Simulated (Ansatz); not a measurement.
Computed with Ansatz on PBE0-D4/def2-TZVP structures; ΔE is electronic, products minus reactants. CCSD(T)/CBS adds triple-zeta CCSD(T) − MP2 to the extrapolated MP2 energy (def2 sets, frozen cores). DFT in def2-TZVPP. Elements past krypton have def2 core potentials. For Ge, Te outer-core shells are correlated without core-valence functions, which leaves a few kJ/mol of doubt a bond. Scalar relativity is left out up to krypton. Each species was taken in one conformer, which may not be the lowest.

`[GeH3][Te][GeH3]` + `CC(=O)O` → `CC(=O)[O][GeH3]` + `[GeH3][TeH]`  (ligand exchange at a Ge–Te bond)

`[GeH3][Te][GeH3]`:

Cartesian coordinates in Å:
```
Ge -0.442 -0.348 -1.748
Te 1.129 1.288 -0.570
Ge 0.476 0.387 1.731
H -0.042 -1.794 -1.417
H -0.302 -0.090 -3.254
H -1.892 -0.103 -1.300
H 1.284 1.184 2.764
H 0.818 -1.108 1.828
H -1.029 0.585 1.968
```

`CC(=O)O`:

Z-matrix (Å, degrees):
```
C
C 1 1.495
H 1 1.092 2 109.8
H 1 1.092 2 109.8 3 117.7
H 1 1.087 2 109.6 3 -121.2
O 2 1.200 1 126.0 3 121.1
O 2 1.346 1 111.6 3 -58.9
H 7 0.968 2 106.4 1 180.0
```

`CC(=O)[O][GeH3]`:

Z-matrix (Å, degrees):
```
C
C 1 1.497
H 1 1.092 2 109.6
H 1 1.087 2 110.0 3 121.2
H 1 1.092 2 109.6 3 -117.4
O 2 1.209 1 124.8 3 -120.7
O 2 1.328 1 113.2 3 59.3
Ge 7 1.834 2 112.9 1 -179.9
H 8 1.529 7 109.1 2 62.4
H 8 1.529 7 109.1 2 -62.4
H 8 1.534 7 100.1 2 180.0
```

`[GeH3][TeH]`:

Cartesian coordinates in Å:
```
Ge -0.527 0.397 0.096
Te 1.474 -0.597 -1.150
H -0.073 1.071 1.398
H -1.120 1.439 -0.861
H -1.565 -0.691 0.404
H 1.811 -1.618 0.112
```

```json
{"level": "PBE-QIDH", "ΔE (eV)": "0.43"}
{"level": "HF/def2-SVP", "ΔE (eV)": "0.31"}
```

Task: What does CCSD(T)/CBS give? (An estimate is asked.)

Result: The calculation gave: +0.40 eV. The listed levels differ from it by 0.03, -0.09 eV.

Largest T1 diagnostic among the species: 0.015.

Leaving LDA and LC-ωPBE aside and taking each functional with its dispersion term where it has one, the values, not all of them listed here, spread over 0.24 eV, from B97M-V to HSE06-D4. LDA lies −0.03 eV from PBE without D4. From r2SCAN to r2SCAN0 (25 % exact exchange), in def2-TZVPP and without D4, ΔE moves by +0.04 eV.

CCSD(T)/CBS has its own doubt, a few kJ/mol and more with outer-core shells, so smaller differences from it don't rank the levels.
